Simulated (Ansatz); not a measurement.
Crystal: Al2Cu.

```
CELL_PARAMETERS angstrom
-2.03034 2.03034 2.85109
2.03034 -2.03034 2.85109
2.03034 2.03034 -2.85109
ATOMIC_POSITIONS crystal
Cu 0.50000 0.50000 0.00000
Al 0.25000 0.75000 0.50000
Al 0.75000 0.25000 0.50000
```

The cell comes from a database or a generator and needn't be the stable form of this composition.

* Program: Ansatz 0.2.0
* Task: relaxation of cell and atoms
* Functional: PBEsol
* Dispersion: D4
* Potentials or basis: Ansatz PAW
* Cutoff: 420 eV (not typed: the program's choice for these potentials)
* k mesh: 9 × 9 × 9
* Occupations: fermi-dirac, width 0.05 eV
* Spin: no spin polarisation

At the start: volume 15.67 Å³/atom.

**Question.** How do energy, volume and symmetry change on relaxing?

**Answer.** It ends after 6 steps and the volume is 15.35 Å³/atom (-2.0 %); space group Fm-3m (No. 225, to 0.05 Å).

Step by step:
| step | energy change (eV) | largest force (eV/Å) | volume (Å³) |
| --- | --- | --- | --- |
| 1 | 0.0000 | 0.0000 | 47.01 |
| 2 | -0.0064 | 0.0000 | 46.34 |
| 3 | -0.0072 | 0.0000 | 46.03 |
| 4 | -0.0072 | 0.0000 | 46.04 |
| 5 | -0.0072 | 0.0000 | 46.05 |
| 6 | -0.0069 | 0.0000 | 46.05 |

Final structure:
```
Cu Al
1.0
    -2.01198    2.01198    2.84386
     2.01198   -2.01198    2.84386
     2.01198    2.01198   -2.84386
Cu Al
1 2
Direct
  0.50000 0.50000 0.00000
  0.25000 0.75000 0.50000
  0.75000 0.25000 0.50000
```

Caveat: the plane-wave basis is chosen anew once the cell has moved, so the energies of steps on either side of that aren't comparable; pairwise dispersion overbinds metals, which lowers pressure and volume; the PAW data sets come from PBE, with cores solved anew for the run's functional, which leaves a small shift of forces and pressure.
